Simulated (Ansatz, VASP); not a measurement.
**One calculation of Be, two programs**

INCAR

```
PREC = Accurate
ENCUT = 520
EDIFF = 1E-7
ISMEAR = -1
SIGMA = 0.1
LREAL = False
LASPH = True
NELM = 60
ALGO = Normal
ISIF = 2
LWAVE = False
LCHARG = True
GGA = RE
LELF = True
LVHAR = True
NBANDS = 9
```

KPOINTS

```
regular mesh
0
Gamma
  26 26 14
```

The input POSCAR:

```
Be
1.0
    2.3419815918      0.0000000000      0.0000000000
   -1.1709907959      2.0282155537      0.0000000000
    0.0000000000      0.0000000000      3.6760476891
Be
2
Direct
    0.3333333333      0.6666666667      0.2500000000
    0.6666666667      0.3333333333      0.7500000000
```

Input for Ansatz:

```yaml
crystal:
  lattice:
    - [2.3419815918, 0.0, 0.0]
    - [-1.1709907959, 2.0282155537, 0.0]
    - [0.0, 0.0, 3.6760476891]
  atoms:
    - { symbol: Be, position: [0.3333333333, 0.6666666667, 0.25] }
    - { symbol: Be, position: [0.6666666667, 0.3333333333, 0.75] }
hamiltonian:
  xc: revpbe
  pseudopotentials:
    kind: paw
    azcp:
      Be: "pseudopotentials/Be.paw.azcp"
basis:
  ecutwfc: 420
  fft_grid_basis: typed
kpoints:
  mp_grid: { grid: [26, 26, 14], shift: [0, 0, 0] }
magnetization:
  spin_polarized: false
scf:
  occupations: { method: fermi_dirac, width: 0.1 }
output:
  stress: true
```

Alike in both runs: task single point; functional revPBE; k mesh 26 × 26 × 14; occupations fermi-dirac, width 0.1 eV; no spin polarisation.

|  | VASP | Ansatz |
| --- | --- | --- |
| version | VASP 6.6.1 | Ansatz 0.2.0 |
| potentials or method | VASP PAW PBE potentials, release 64 (Be) | plane waves (420 eV) with PAW, scalar-relativistic |
| plane-wave cutoff (eV) | 520 | 420 |
| valence electrons in the cell | 4 | 4 |

```csv
,VASP,Ansatz,Ansatz less VASP
pressure (GPa),-8.0,-8.0,-0.01
largest component of the traceless stress (GPa),0.10,0.12,+0.025
```

Caveats: the PAW data sets were made with another functional, which shifts forces and pressure a little (VASP).
